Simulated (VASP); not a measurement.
# Se (P3_121) in VASP: further runs, part 2 of 2

VASP 6.6.1.

## Step 4: Single point, HSE06

File POSCAR:

```
Se
1.0
    4.3662000000      0.0000000000      0.0000000000
   -2.1831000000      3.7812401180      0.0000000000
    0.0000000000      0.0000000000      4.9536000000
Se
3
Direct
    0.7746000000      0.7746000000      0.0000000000
    0.0000000000      0.2254000000      0.6666666667
    0.2254000000      0.0000000000      0.3333333333
```

File INCAR.step1:

```
SYSTEM = Se
PREC = Accurate
ENCUT = 400
EDIFF = 1E-5
ISMEAR = 0
SIGMA = 0.01
LREAL = .FALSE.
LASPH = .TRUE.
NELM = 100
ALGO = Normal
ISIF = 2
LWAVE = .TRUE.
LCHARG = .FALSE.
NBANDS = 17
NKRED = 1
GGA = PE
```

File INCAR.step2:

```
SYSTEM = Se
PREC = Accurate
ENCUT = 400
EDIFF = 1E-6
ISMEAR = 0
SIGMA = 0.01
LREAL = .FALSE.
LASPH = .TRUE.
NELM = 100
ALGO = Normal
ISIF = 2
LWAVE = .FALSE.
LCHARG = .FALSE.
GGA = PE
LHFCALC = .TRUE.
HFSCREEN = 0.2
PRECFOCK = Fast
NBANDS = 17
NKRED = 1
ISTART = 1
```

File KPOINTS:

```
regular mesh
0
G
  5 5 4
  0 0 0
```

Potentials or basis: VASP PAW PBE potentials, release 64 (Se).

Command:

```bash
> cat potpaw_PBE.64/Se/POTCAR > POTCAR
> cp INCAR.step1 INCAR
> mpirun -np 1 vasp_std > vasp.out
> cp INCAR.step2 INCAR
> mpirun -np 1 vasp_std > vasp.out
```

OUTCAR:

```text
SYSTEM = Se
   PREC = Accurate
   ENCUT = 400
   EDIFF = 1E-6
   ISMEAR = 0
   LREAL = .FALSE.
   LASPH = .TRUE.
   NELM = 100
   ISIF = 2
   GGA = PE
   LHFCALC = .TRUE.
   HFSCREEN = 0.2
   PRECFOCK = Fast
   NKRED = 1
   ISTART = 1

 Found     17 irreducible k-points:

 Following reciprocal coordinates:
            Coordinates               Weight
  0.000000  0.000000  0.000000      1.000000
  0.200000 -0.000000  0.000000      6.000000
  0.400000 -0.000000  0.000000      6.000000
  0.200000  0.200000  0.000000      6.000000
  0.400000  0.200000  0.000000      6.000000
  0.000000  0.000000  0.250000      2.000000
   k-points           NKPTS =     17   k-points in BZ     NKDIM =    100   number of bands    NBANDS=     17
   number of dos      NEDOS =    301   number of ions     NIONS =      3
   total plane-waves  NPLWV =  25088
   dimension x,y,z NGX =    28 NGY =   28 NGZ =   32
   dimension x,y,z NGXF=    56 NGYF=   56 NGZF=   64
   ions per type =               3
   NGX,Y,Z   is equivalent  to a cutoff of  10.66, 10.66, 10.74 a.u.
   NGXF,Y,Z  is equivalent  to a cutoff of  21.32, 21.32, 21.48 a.u.
 SYSTEM =  Se
   PREC   = accura    normal or accurate (medium, high low for compatibility)
   ISTART =      1    job   : 0-new  1-cont  2-samecut
   ICHARG =      0    charge: 1-file 2-atom 10-const
   ISPIN  =      1    spin polarized calculation?
   LNONCOLLINEAR =      F non collinear calculations
   LSORBIT =      F    spin-orbit coupling
   LASPH  =      T    aspherical Exc in radial PAW
   ENCUT  =  400.0 eV  29.40 Ry    5.42 a.u.   7.12  7.12  8.08*2*pi/ulx,y,z
   NELM   =    100;   NELMIN=  2; NELMDL=  0     # of ELM steps
   EDIFF  = 0.1E-05   stopping-criterion for ELM
   LREAL  =      F    real-space projection
   EDIFFG = 0.1E-04   stopping-criterion for IOM
   NSW    =      0    number of steps for IOM
   IBRION =     -1    ionic relax: 0-MD 1-quasi-New 2-CG
   NFREE  =      0    steps in history (QN), initial steepest desc. (CG)
   ISIF   =      2    stress and relaxation
   ISYM   =      3    0-nonsym 1-usesym 2-fastsym
   POTIM  = 0.5000    time-step for ionic-motion
   TEBEG  =    0.0;   TEEND  =   0.0 temperature during run
   PSTRESS=    0.0 pullay stress
   NELECT =      18.0000    total number of electrons
   NUPDOWN=      -1.0000    fix difference up-down
   EMIN   =  10.00;   EMAX   =-10.00  energy-range for DOS
   EFERMI =   0.00;   METHOD = LEGACY
   ISMEAR =     0;   SIGMA  =   0.01  broadening in eV -4-tet -1-fermi 0-gaus
   EFERMI_NEDOS =   21; number of points for ismear=-14 and -15
   IALGO  =     38    algorithm
   IMIX   =      1    mixing-type and parameters
     AMIX     =   0.40;   BMIX     =  1.00
     AMIX_MAG =   1.60;   BMIX_MAG =  1.00
  volume/ion in A,a.u.               =      27.26       183.96
  Fermi-wavevector in a.u.,A,eV,Ry     =   0.988430  1.867862 13.292817  0.976995
  Thomas-Fermi vector in A             =   2.119956
   LORBIT       =      0    0 simple, 1 ext, 2 COOP (PROOUT), +10 PAW based schemes
   GGA     = PE    functional components
   LHFCALC =     T    Hartree Fock is set to
   PRECFOCK=fast      Normal, Fast or Accurate (Low or Medium for compatibility)
   ENCUT4O =  -1.0   cutoff for four orbital integrals eV
   NKREDX  =     1    reduce k-point grid by
   NKREDY  =     1    reduce k-point grid by
   NKREDZ  =     1    reduce k-point grid by
   AEXX    =    0.2500 exact exchange contribution
   HFSCREEN=    0.2000 screening length (either q_TF or 0.3 A-1)
   HFSCREENC=   0.2000 screening length for correlation (either q_TF or 0.3 A-1)
   ENCUTFOCK=  -1.0 apply spherical cutoff to Coloumb kernel
   IVDW    =     0    specifies the selected vdW correction
   LEPSILON=     F    determine dielectric tensor
   LRPA    =     F    only Hartree local field effects (RPA)
 non-spin polarized calculation
 Gauss-broadening in eV      SIGMA  =   0.01
  energy-cutoff  :      400.00
  volume of cell :       81.78
 maximum number of plane-waves:      1500
  NGX = 16; NGY = 16; NGZ = 18

 number of electron      18.0000000 magnetization

 Free energy of the ion-electron system (eV)
  ---------------------------------------------------
  ext. energy  EPLUGINS =         0.00000000
  ---------------------------------------------------
  free energy    TOTEN  =       -13.28774391 eV

  energy without entropy =      -13.28774391  energy(sigma->0) =      -13.28774391

 E-fermi :   2.1842     XC(G=0):  -7.3660

 val. band max:        2.1255039508   @ k =   0.4000   0.2000   0.5000
 cond. band min:       4.1469586749   @ k =   0.0000   0.0000   0.5000
 fundamental gap:      2.0214547241
 Fermi energy:         2.1841611973

 k-point     1 :       0.0000    0.0000    0.0000
  band No.  band energies     occupation
      1     -15.1880      2.00000
      2     -10.6073      2.00000
      3     -10.6073      2.00000
      4      -1.9091      2.00000
      5      -1.9091      2.00000
      6      -1.8838      2.00000
[... 9 lines left out ...]
     16      11.5408      0.00000
     17      11.8799      0.00000

 k-point     2 :       0.2000   -0.0000    0.0000
  band No.  band energies     occupation
      1     -15.0231      2.00000
      2     -10.7630      2.00000
      3     -10.5895      2.00000
      4      -2.8973      2.00000
      5      -2.3682      2.00000
      6      -1.7091      2.00000
[... 9 lines left out ...]
     16      11.6769      0.00000
     17      11.9639      0.00000

 k-point     3 :       0.4000   -0.0000    0.0000
  band No.  band energies     occupation
      1     -14.7098      2.00000
      2     -11.0995      2.00000
      3     -10.5588      2.00000
      4      -3.4043      2.00000
      5      -2.8242      2.00000
      6      -1.7304      2.00000
[... 9 lines left out ...]
     16      13.2284      0.00000
     17      13.4244      0.00000

 k-point     4 :       0.2000    0.2000    0.0000
  band No.  band energies     occupation
      1     -14.7771      2.00000
      2     -10.9479      2.00000
      3     -10.6475      2.00000
      4      -3.2288      2.00000
      5      -2.9777      2.00000
      6      -1.4799      2.00000
[... 9 lines left out ...]
     16      12.5945      0.00000
     17      13.4479      0.00000

 k-point     5 :       0.4000    0.2000    0.0000
  band No.  band energies     occupation
      1     -14.6024      2.00000
      2     -11.0668      2.00000
      3     -10.7235      2.00000
      4      -3.3350      2.00000
      5      -3.0980      2.00000
      6      -1.2641      2.00000
[... 9 lines left out ...]
     16      13.0276      0.00000
     17      13.2845      0.00000

 k-point     6 :       0.0000    0.0000    0.2500
  band No.  band energies     occupation
      1     -14.8613      2.00000
      2     -12.4202      2.00000
      3      -8.8878      2.00000
      4      -2.5912      2.00000
      5      -1.7198      2.00000
      6      -1.5760      2.00000
[... 9 lines left out ...]
     16      10.6288      0.00000
     17      11.6483      0.00000

 [... further k-points ...]

------------------------ aborting loop because EDIFF is reached ----------------------------------------

  FORCE on cell =-STRESS in cart. coord.  units (eV):
  Direction    XX          YY          ZZ          XY          YZ          ZX
  --------------------------------------------------------------------------------------
  -------------------------------------------------------------------------------------
  Total        0.3567832      0.3567832      0.0727507      0.0000000      0.0000000      0.0000000
  in kB        6.9896614      6.9896614      1.4252429      0.0000000      0.0000000      0.0000000
  external PRESSURE =       5.1348552 kB  Pullay stress =       0.0000000 kB

 VOLUME and BASIS-vectors are now :
 -----------------------------------------------------------------------------
  energy-cutoff  :      400.00
  volume of cell :       81.78
      direct lattice vectors                 reciprocal lattice vectors
     4.366200000  0.000000000  0.000000000     0.229032110  0.132231751  0.000000000
    -2.183100000  3.781240118  0.000000000     0.000000000  0.264463501  0.000000000
     0.000000000  0.000000000  4.953600000     0.000000000  0.000000000  0.201873385

 POSITION                                       TOTAL-FORCE (eV/Angst)
 -----------------------------------------------------------------------------------
      1.69103      2.92895      0.00000         0.094037      0.162877      0.000000
     -0.49207      0.85229      3.30240         0.094037     -0.162877     -0.000000
      0.98414      0.00000      1.65120        -0.188075     -0.000000      0.000000
 -----------------------------------------------------------------------------------
    total drift:                               -0.000001     -0.000001     -0.000002

  FREE ENERGIE OF THE ION-ELECTRON SYSTEM (eV)
  ---------------------------------------------------
  free  energy   TOTEN  =       -13.2877439064 eV

  energy  without entropy=      -13.2877439064  energy(sigma->0) =      -13.28774391
```

Wall time 6.5 min (1 thread of Intel Xeon Platinum 8488C (Sapphire Rapids), shared host); peak memory 0.27 GiB.

The run converged, but some of its settings lie outside the range that counts as converged, so its numbers aren't taken as properties of the crystal.

Results:

| Item | Value |
| --- | --- |
| Free energy | -13.2877 eV |
| Pressure | 0.5 GPa |
| Largest force | 0.188 eV/Å |
| Band gap on the k mesh | 2.02 eV, indirect (least direct gap 2.12 eV) |

Caveat: the PAW data sets were made with another functional, which shifts forces and pressure a little; an odd mesh through Γ misses points on the zone boundary, where band edges often lie.

## Step 5: Single point, PBE

File INCAR:

```
PREC = Accurate
ENCUT = 550
EDIFF = 1E-7
ISMEAR = 0
SIGMA = 0.02
LREAL = False
LASPH = True
NELM = 60
ALGO = Normal
ISIF = 2
LWAVE = False
LCHARG = True
GGA = PE
LELF = True
LVHAR = True
```

File KPOINTS:

```
Automatic mesh
0
Gamma
  7 7 6
```

File POSCAR:

```
Se
4.3662
    1.000000000000      0.000000000000      0.000000000000
   -0.500000000000      0.866025403784      0.000000000000
    0.000000000000      0.000000000000      1.134533461591
Se
3
Direct
    0.7746000000      0.7746000000      0.0000000000
    0.0000000000      0.2254000000      0.6666666667
    0.2254000000      0.0000000000      0.3333333333
```

Potentials or basis: VASP PAW PBE potentials, release 64 (Se_GW).

Command:

```bash
> cat potpaw_PBE.64/Se_GW/POTCAR > POTCAR
> mpirun -np 1 vasp_std > vasp.out
```

It took 28 s on 1 thread of Intel Xeon Platinum 8488C (Sapphire Rapids), shared host; peak memory 0.22 GiB.

It converged, with:

```
Free energy            : -10.4833 eV
Pressure               : 2.9 GPa
Largest force          : 0.425 eV/Å
Band gap on the k mesh : 1.21 eV, indirect (least direct gap 1.47 eV)
```

Forces on the atoms (eV/Å):
```
Se  -0.212 -0.368  0.000
Se  -0.212  0.368  0.000
Se   0.425  0.000  0.000
```

Stress tensor (GPa, compression positive):
```
2.25 0.00 0.00
0.00 2.25 0.00
0.00 0.00 4.06
```

Levels at points of the mesh, in eV from the valence-band top:
```tsv
k point	band 7	band 8	band 9	band 10	band 11	band 12
(0.00, 0.00, 0.00)	-2.05	-2.05	-0.41	1.88	1.88	2.17
(0.00, 0.00, 0.50)	-1.55	-1.55	-1.13	1.21	1.21	1.27
```

Caveat: an odd mesh through Γ misses points on the zone boundary, where band edges often lie.

## Step 6: The reference run

An earlier run on the cell as given: functional PBEsol; potentials or basis VASP PAW PBE potentials, release 64 (Se); cutoff 520 eV; k mesh 7 × 7 × 6; occupations fermi-dirac, width 0.05 eV; no spin polarisation.

* Pressure: 0.4 GPa
* Largest force: 0.333 eV/Å
* Band gap on the k mesh: 1.14 eV, indirect (least direct gap 1.43 eV)
